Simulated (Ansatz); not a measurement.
Nb under changes of volume

One of the cells (18.922 Å³/atom); the others are scaled copies at fixed shape and fractional positions:

```
Nb
1.0
     0.00000    2.11500    2.11500
     2.11500    0.00000    2.11500
     2.11500    2.11500    0.00000
Nb
1
Cartesian
  0.0000 0.0000 0.0000
```

This isn't the form of Nb at room conditions, which is bcc.

* Program: Ansatz 0.2.0
* Functional: LDA
* Potentials or basis: Ansatz PAW
* Cutoff: 420 eV (not typed: the program's choice for these potentials)
* k mesh: 11 × 11 × 11
* Occupations: fermi-dirac, width 0.05 eV
* Spin: no spin polarisation

| volume (Å³/atom) | energy over the lowest point (meV/atom) | pressure (GPa) |
| --- | --- | --- |
| 17.786 | 0.00 | -1.0 |
| 18.165 | 6.78 | -4.7 |
| 18.543 | 21.87 | -8.0 |
| 18.922 | 44.50 | -11.0 |
| 19.300 | 73.92 | -13.7 |
| 19.679 | 109.45 | -16.1 |
| 20.057 | ? | ? |

What does the run at 20.057 Å³/atom give?

Energy over the lowest point 150.45 meV/atom; pressure -18.3 GPa.

Worked out: A Birch-Murnaghan fit of order 3 (a polynomial in V^(-2/3)) to the other rows has its minimum at 17.69 Å³/atom, just outside them, with B0 = V·E''(V) = 188 GPa and B' = 3.9. It gives 150.42 meV/atom at 20.057 Å³/atom, against the run's 150.45, and -dE/dV = -18.4 GPa, against -18.3.

Energies are extrapolated to zero smearing.

Caveats: the PAW data sets come from PBE, with cores solved anew for the run's functional, which leaves a small shift of forces and pressure.
